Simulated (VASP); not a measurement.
# BaTiO3 (P4mm) in VASP: further runs

One crystal, BaTiO3, is run at these levels: PBE; tasks: single point.

Everything below comes from runs of VASP 6.6.1. Logs are shortened: lines on timing, memory, paths and dates and some standing lists are left out, and cuts for length are marked.

### Step 1. The structure

Symmetry: P4mm, No. 99, tetragonal system. The conventional cell has a = 4.000 Å, b = 4.000 Å, c = 4.018 Å, α = 90.00°, β = 90.00°, γ = 90.00°. Around Ba (site symmetry 4mm) lie 12 O at 2.79 to 2.88 Å. Ti (site symmetry 4mm) is surrounded by 6 O at 1.89 to 2.13 Å. O (site symmetry 2mm) has 2 Ti at 2.00 Å as nearest neighbours. O (site symmetry 4mm) is surrounded by 2 Ti at 1.89 to 2.13 Å.

### Step 2. Single point, PBE

Contents of INCAR:

```
SYSTEM = BaTiO3
PREC = Accurate ; ENCUT = 400
EDIFF = 1E-7 ; ISMEAR = 0
SIGMA = 0.05 ; LREAL = .False.
LASPH = .True. ; NELM = 100
ALGO = Normal ; ISIF = 2
LWAVE = .False. ; LCHARG = .False.
GGA = PE ; NBANDS = 28
ADDGRID = .False.
```

Contents of KPOINTS:

```
regular mesh
0
Gamma
  6 6 6
  0 0 0
```

Contents of POSCAR:

```
BaTiO3
1.0
    3.9998000000      0.0000000000      0.0000000000
    0.0000000000      3.9998000000      0.0000000000
    0.0000000000      0.0000000000      4.0180000000
Ba Ti O
1 1 3
Direct
    0.0000000000      0.0000000000      0.0000000000
    0.5000000000      0.5000000000      0.4900000000
    0.0000000000      0.5000000000      0.5170000000
    0.5000000000      0.0000000000      0.5170000000
    0.5000000000      0.5000000000      0.0190000000
```

Potentials or basis: VASP PAW PBE potentials, release 64 (Ba_sv, Ti_sv, O).

Run with:

```sh
> cat potpaw_PBE.64/Ba_sv/POTCAR potpaw_PBE.64/Ti_sv/POTCAR potpaw_PBE.64/O/POTCAR > POTCAR
> mpirun -np 1 vasp_std > vasp.out
```

OUTCAR:

```text
SYSTEM = BaTiO3
   PREC = Accurate
   ENCUT = 400
   EDIFF = 1E-7
   ISMEAR = 0
   LREAL = .False.
   LASPH = .True.
   NELM = 100
   ISIF = 2
   GGA = PE

 Found     40 irreducible k-points:

 Following reciprocal coordinates:
            Coordinates               Weight
  0.000000  0.000000  0.000000      1.000000
  0.166667  0.000000  0.000000      4.000000
  0.333333  0.000000  0.000000      4.000000
  0.500000  0.000000  0.000000      2.000000
  0.166667  0.166667  0.000000      4.000000
  0.333333  0.166667  0.000000      8.000000
   k-points           NKPTS =     40   k-points in BZ     NKDIM =     40   number of bands    NBANDS=     28
   number of dos      NEDOS =    301   number of ions     NIONS =      5
   total plane-waves  NPLWV =  21952
   dimension x,y,z NGX =    28 NGY =   28 NGZ =   28
   dimension x,y,z NGXF=    56 NGYF=   56 NGZF=   56
   ions per type =               1   1   3
   NGX,Y,Z   is equivalent  to a cutoff of  11.64, 11.64, 11.59 a.u.
   NGXF,Y,Z  is equivalent  to a cutoff of  23.28, 23.28, 23.17 a.u.
 SYSTEM =  BaTiO3
   PREC   = accura    normal or accurate (medium, high low for compatibility)
   ISTART =      0    job   : 0-new  1-cont  2-samecut
   ICHARG =      2    charge: 1-file 2-atom 10-const
   ISPIN  =      1    spin polarized calculation?
   LNONCOLLINEAR =      F non collinear calculations
   LSORBIT =      F    spin-orbit coupling
   LASPH  =      T    aspherical Exc in radial PAW
   ENCUT  =  400.0 eV  29.40 Ry    5.42 a.u.   6.52  6.52  6.55*2*pi/ulx,y,z
   NELM   =    100;   NELMIN=  2; NELMDL= -5     # of ELM steps
   EDIFF  = 0.1E-06   stopping-criterion for ELM
   LREAL  =      F    real-space projection
   EDIFFG = 0.1E-05   stopping-criterion for IOM
   NSW    =      0    number of steps for IOM
   IBRION =     -1    ionic relax: 0-MD 1-quasi-New 2-CG
   NFREE  =      0    steps in history (QN), initial steepest desc. (CG)
   ISIF   =      2    stress and relaxation
   ISYM   =      2    0-nonsym 1-usesym 2-fastsym
   POTIM  = 0.5000    time-step for ionic-motion
   TEBEG  =    0.0;   TEEND  =   0.0 temperature during run
   PSTRESS=    0.0 pullay stress
   NELECT =      40.0000    total number of electrons
   NUPDOWN=      -1.0000    fix difference up-down
   EMIN   =  10.00;   EMAX   =-10.00  energy-range for DOS
   EFERMI =   0.00;   METHOD = LEGACY
   ISMEAR =     0;   SIGMA  =   0.05  broadening in eV -4-tet -1-fermi 0-gaus
   EFERMI_NEDOS =   21; number of points for ismear=-14 and -15
   IALGO  =     38    algorithm
   IMIX   =      4    mixing-type and parameters
     AMIX     =   0.40;   BMIX     =  1.00
     AMIX_MAG =   1.60;   BMIX_MAG =  1.00
  volume/ion in A,a.u.               =      12.86        86.76
  Fermi-wavevector in a.u.,A,eV,Ry     =   1.397653  2.641181 26.578078  1.953434
  Thomas-Fermi vector in A             =   2.520888
   LORBIT       =      0    0 simple, 1 ext, 2 COOP (PROOUT), +10 PAW based schemes
   GGA     = PE    functional components
   LHFCALC =     F    Hartree Fock is set to
   AEXX    =    0.0000 exact exchange contribution
   IVDW    =     0    specifies the selected vdW correction
   LEPSILON=     F    determine dielectric tensor
   LRPA    =     F    only Hartree local field effects (RPA)
 non-spin polarized calculation
 Gauss-broadening in eV      SIGMA  =   0.05
  energy-cutoff  :      400.00
  volume of cell :       64.28
 maximum number of plane-waves:      1189
 NGX is ok and might be reduce to    28
   NGX = 13   NGY = 13   NGZ = 13

 number of electron      40.0000030 magnetization

 Free energy of the ion-electron system (eV)
  ---------------------------------------------------
  ext. energy  EPLUGINS =         0.00000000
  ---------------------------------------------------
  free energy    TOTEN  =       -40.03043772 eV

  energy without entropy =      -40.03043772  energy(sigma->0) =      -40.03043772

 E-fermi :   4.1244     XC(G=0): -11.2403

 val. band max:        3.8459080751   @ k =   0.5000   0.5000   0.5000
 cond. band min:       5.6145369069   @ k =   0.0000   0.0000   0.0000
 fundamental gap:      1.7686288318
 Fermi energy:         4.1243774686

 k-point     1 :       0.0000    0.0000    0.0000
  band No.  band energies     occupation
      1     -52.7539      2.00000
      2     -29.0038      2.00000
      3     -28.9744      2.00000
      4     -28.9744      2.00000
      5     -21.0127      2.00000
      6     -13.0776      2.00000
      7     -12.4343      2.00000
      8     -12.3752      2.00000
      9      -6.1879      2.00000
     10      -6.1879      2.00000
     11      -6.1853      2.00000
     12       1.4959      2.00000
     13       1.5091      2.00000
     14       1.5091      2.00000
     15       2.6053      2.00000
     16       2.6053      2.00000
     17       2.6989      2.00000
     18       3.5352      2.00000
     19       3.5505      2.00000
     20       3.5505      2.00000
     21       5.6145      0.00000
     22       5.8307      0.00000
     23       5.8307      0.00000
     24       7.8021      0.00000
     25       7.8991      0.00000
     26       8.8331      0.00000
     27       8.8977      0.00000
     28      11.1441      0.00000

 k-point     2 :       0.1667    0.0000    0.0000
  band No.  band energies     occupation
      1     -52.7534      2.00000
      2     -29.0033      2.00000
      3     -28.9876      2.00000
      4     -28.9739      2.00000
      5     -20.9834      2.00000
      6     -13.1042      2.00000
      7     -12.4151      2.00000
      8     -12.3505      2.00000
      9      -6.1468      2.00000
     10      -6.1457      2.00000
     11      -6.0852      2.00000
     12       1.0770      2.00000
     13       1.4266      2.00000
     14       1.4320      2.00000
     15       2.2920      2.00000
     16       2.3649      2.00000
     17       2.5059      2.00000
     18       2.9892      2.00000
     19       3.3294      2.00000
     20       3.4228      2.00000
     21       5.8565      0.00000
     22       6.1329      0.00000
     23       6.1865      0.00000
     24       7.8737      0.00000
     25       8.5063      0.00000
     26       9.3540      0.00000
     27       9.4061      0.00000
     28      11.7944      0.00000

 k-point     3 :       0.3333    0.0000    0.0000
  band No.  band energies     occupation
      1     -52.7530      2.00000
      2     -29.0139      2.00000
      3     -29.0022      2.00000
      4     -28.9729      2.00000
      5     -20.9236      2.00000
      6     -13.2320      2.00000
      7     -12.3892      2.00000
      8     -12.2004      2.00000
      9      -6.0628      2.00000
     10      -6.0614      2.00000
     11      -5.8837      2.00000
     12       0.2493      2.00000
     13       1.1822      2.00000
     14       1.2017      2.00000
     15       1.8811      2.00000
     16       2.0798      2.00000
     17       2.1029      2.00000
     18       2.2945      2.00000
     19       3.0208      2.00000
     20       3.1168      2.00000
     21       5.9274      0.00000
     22       6.9581      0.00000
     23       6.9704      0.00000
     24       7.8712      0.00000
     25       9.3827      0.00000
     26      10.3776      0.00000
     27      10.6276      0.00000
     28      12.1018      0.00000

 k-point     4 :       0.5000    0.0000    0.0000
  band No.  band energies     occupation
      1     -52.7525      2.00000
      2     -29.0269      2.00000
      3     -29.0017      2.00000
      4     -28.9724      2.00000
      5     -20.8931      2.00000
      6     -13.3164      2.00000
      7     -12.3773      2.00000
      8     -12.0915      2.00000
      9      -6.0196      2.00000
     10      -6.0169      2.00000
     11      -5.7843      2.00000
     12      -0.1418      2.00000
     13       1.0228      2.00000
     14       1.0585      2.00000
     15       1.6812      2.00000
     16       1.8991      2.00000
     17       2.0077      2.00000
     18       2.1073      2.00000
     19       2.8878      2.00000
     20       2.9893      2.00000
     21       5.9646      0.00000
     22       7.3274      0.00000
     23       7.3626      0.00000
     24       7.8621      0.00000
     25       9.7006      0.00000
     26      10.9122      0.00000
     27      11.3980      0.00000
     28      12.0225      0.00000

 k-point     5 :       0.1667    0.1667    0.0000
  band No.  band energies     occupation
      1     -52.7530      2.00000
      2     -29.0028      2.00000
      3     -28.9873      2.00000
      4     -28.9867      2.00000
      5     -20.9566      2.00000
      6     -13.0877      2.00000
      7     -12.3834      2.00000
      8     -12.3620      2.00000
      9      -6.1974      2.00000
     10      -6.1048      2.00000
     11      -5.9683      2.00000
     12       0.8371      2.00000
     13       1.1917      2.00000
     14       1.3892      2.00000
     15       1.8448      2.00000
     16       2.1237      2.00000
     17       2.4756      2.00000
     18       2.6984      2.00000
     19       3.2773      2.00000
     20       3.3354      2.00000
     21       6.1263      0.00000
     22       6.2776      0.00000
     23       6.4066      0.00000
     24       8.2082      0.00000
     25       8.8846      0.00000
     26       9.7932      0.00000
     27       9.8854      0.00000
     28      12.0268      0.00000

 k-point     6 :       0.3333    0.1667    0.0000
  band No.  band energies     occupation
      1     -52.7526      2.00000
      2     -29.0131      2.00000
      3     -29.0017      2.00000
      4     -28.9858      2.00000
      5     -20.9020      2.00000
      6     -13.1394      2.00000
      7     -12.3651      2.00000
      8     -12.2457      2.00000
      9      -6.1509      2.00000
     10      -6.0181      2.00000
     11      -5.8927      2.00000
     12       0.1680      2.00000
     13       0.9223      2.00000
     14       1.2116      2.00000
     15       1.2253      2.00000
     16       1.8023      2.00000
     17       2.1390      2.00000
     18       2.5827      2.00000
     19       2.9613      2.00000
     20       3.1547      2.00000
     21       6.2442      0.00000
     22       6.9768      0.00000
     23       7.0390      0.00000
     24       8.2776      0.00000
     25       9.7499      0.00000
     26      10.6550      0.00000
     27      11.1221      0.00000
     28      12.4771      0.00000

 [... further k-points ...]

------------------------ aborting loop because EDIFF is reached ----------------------------------------

  FORCE on cell =-STRESS in cart. coord.  units (eV):
  Direction    XX          YY          ZZ          XY          YZ          ZX
  --------------------------------------------------------------------------------------
  -------------------------------------------------------------------------------------
  Total       -0.3577331     -0.3577331      0.0442268      0.0000000      0.0000000      0.0000000
  in kB       -8.9162710     -8.9162710      1.1023249      0.0000000      0.0000000      0.0000000
  external PRESSURE =      -5.5767390 kB  Pullay stress =       0.0000000 kB

 VOLUME and BASIS-vectors are now :
 -----------------------------------------------------------------------------
  energy-cutoff  :      400.00
  volume of cell :       64.28
      direct lattice vectors                 reciprocal lattice vectors
     3.999800000  0.000000000  0.000000000     0.250012501  0.000000000  0.000000000
     0.000000000  3.999800000  0.000000000     0.000000000  0.250012501  0.000000000
     0.000000000  0.000000000  4.018000000     0.000000000  0.000000000  0.248880040

 POSITION                                       TOTAL-FORCE (eV/Angst)
 -----------------------------------------------------------------------------------
      0.00000      0.00000      0.00000         0.000000     -0.000000      0.074406
      1.99990      1.99990      1.96882         0.000000      0.000000     -0.130539
      0.00000      1.99990      2.07731        -0.000000      0.000000     -0.116247
      1.99990      0.00000      2.07731         0.000000     -0.000000     -0.116247
      1.99990      1.99990      0.07634         0.000000     -0.000000      0.288628
 -----------------------------------------------------------------------------------
    total drift:                                0.000000      0.000000      0.000220

  FREE ENERGIE OF THE ION-ELECTRON SYSTEM (eV)
  ---------------------------------------------------
  free  energy   TOTEN  =       -40.0304377199 eV

  energy  without entropy=      -40.0304377199  energy(sigma->0) =      -40.03043772
```

Run time: 61 s. Hardware: 1 thread of Intel Xeon Platinum 8488C (Sapphire Rapids), shared host; peak memory 0.18 GiB.

The run converged, but some of its settings lie outside the range that counts as converged, so its numbers aren't taken as properties of the crystal.

What came out:

| Quantity | Value |
| --- | --- |
| Free energy | -40.0304 eV |
| Largest force | 0.289 eV/Å |
| Band gap on the k mesh | 1.77 eV, indirect (least direct gap 2.06 eV) |

Caveat: the cutoff is under 1.25 times the usual one of these potentials, so pressure, stress and relaxed cells hold a basis-set (Pulay) error; spin-orbit coupling is left out, which moves the levels of the heavy elements.

(Continued in part 2 of 2.)
